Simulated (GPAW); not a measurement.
Crystal: Mn3Si.

```xyz
4
Lattice="0.0000 2.8610 2.8610 2.8610 0.0000 2.8610 2.8610 2.8610 0.0000" Properties=species:S:1:pos:R:3 pbc="T T T"
Mn    4.2915    4.2915    4.2915
Mn    1.4305    1.4305    1.4305
Mn    2.8610    2.8610    2.8610
Si    0.0000    0.0000    0.0000
```

* Program: GPAW 26.7.0
* Task: relaxation of cell and atoms
* Functional: PBEsol
* Potentials or basis: PAW data sets generated in the run's folder for this functional
* Cutoff: 600 eV
* Basis: pw
* k mesh: 6 × 6 × 6
* Occupations: fermi-dirac, width 0.05 eV
* Spin: collinear spin, ferromagnetic start
* Starting moments: [4.0, 4.0, 4.0, 0.0] μB

At the start: pressure -14.5 GPa; volume 11.71 Å³/atom.

Question: How do energy, volume and symmetry change on relaxing?

Answer: Over 4 steps the energy falls by 39.9 meV/atom and the volume is 10.88 Å³/atom (-7.1 %); space group Fm-3m (No. 225, to 0.05 Å); moment 1.07 μB per cell.

The path:
| step | energy change (eV) | largest force (eV/Å) | pressure (GPa) | volume (Å³) |
| --- | --- | --- | --- | --- |
| 1 | 0.0000 | 0.0000 | -14.48 | 46.84 |
| 2 | -0.0442 | 0.0000 | -12.58 | 46.31 |
| 3 | -0.1583 | 0.0000 | 1.45 | 43.22 |
| 4 | -0.1598 | 0.0000 | -0.14 | 43.51 |

Final structure:
```
CELL_PARAMETERS angstrom
0.00000 2.79170 2.79170
2.79170 0.00000 2.79170
2.79170 2.79170 0.00000
ATOMIC_POSITIONS crystal
Mn 0.75000 0.75000 0.75000
Mn 0.25000 0.25000 0.25000
Mn 0.50000 0.50000 0.50000
Si 0.00000 0.00000 0.00000
```

Caveat: each step starts from the last one's moments, so a moment once lost doesn't come back; later steps reuse the first step's grids.
